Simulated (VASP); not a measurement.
A run of VASP 6.6.1 is set up as follows.

File INCAR:

```
  ALGO = Normal
  EDIFF = 1E-7
  ENCUT = 520
  GGA = PS
  ISIF = 2
  ISMEAR = 0
  LASPH = T
  LCHARG = F
  LREAL = F
  LWAVE = F
  NBANDS = 33
  NELM = 60
  PREC = Accurate
  SIGMA = 0.02
```

Contents of KPOINTS:

```
k-points
0
Gamma
  10 10 14
```

Contents of POSCAR:

```
TiO2
1.0
    4.5922200000      0.0000000000      0.0000000000
    0.0000000000      4.5922200000      0.0000000000
    0.0000000000      0.0000000000      2.9420300000
Ti O
2 4
Direct
    1.0000000000      0.0000000000      0.0000000000
    0.5000000000      0.5000000000      0.5000000000
    0.3043000000      0.3043000000      0.0000000000
    0.1957000000      0.8043000000      0.5000000000
    0.6957000000      0.6957000000      1.0000000000
    0.8043000000      0.1957000000      0.5000000000
```

Potentials or basis: VASP PAW PBE potentials, release 64 (Ti_sv, O).

Launch:

```sh
$ cat potpaw_PBE.64/Ti_sv/POTCAR potpaw_PBE.64/O/POTCAR > POTCAR
$ mpirun -np 1 vasp_std > vasp.out
```

Question: Predict the band gap on the k mesh.

Answer: 1.83 eV, direct.

Question: What does it give for the pressure?

Answer: 0.2 GPa.

Caveat: the PAW data sets were made with another functional, which shifts forces and pressure a little.

**What was measured.**

From “Shallow Valence Band of Rutile GeO2 and P-type Doping”, 2020, arxiv:2011.08928, for a bulk crystal of TiO2 at 1.6 K: band gap 3.03 eV (direct).

Measured gap of TiO2: 3.03 eV (direct; 1.6 K; quoted in “Shallow Valence Band of Rutile GeO2 and P-type Doping”, 2020, arxiv:2011.08928). This calculation gives 1.83 eV (-1.20 eV). 2 values of this kind are on record in papers (3.03 to 3.05 eV); this one was drawn at random among those near their median. The value is that of PBEsol on a finite k mesh, which can miss the band edges, without temperature or zero-point motion. Semilocal functionals fall short of measured gaps as a rule.
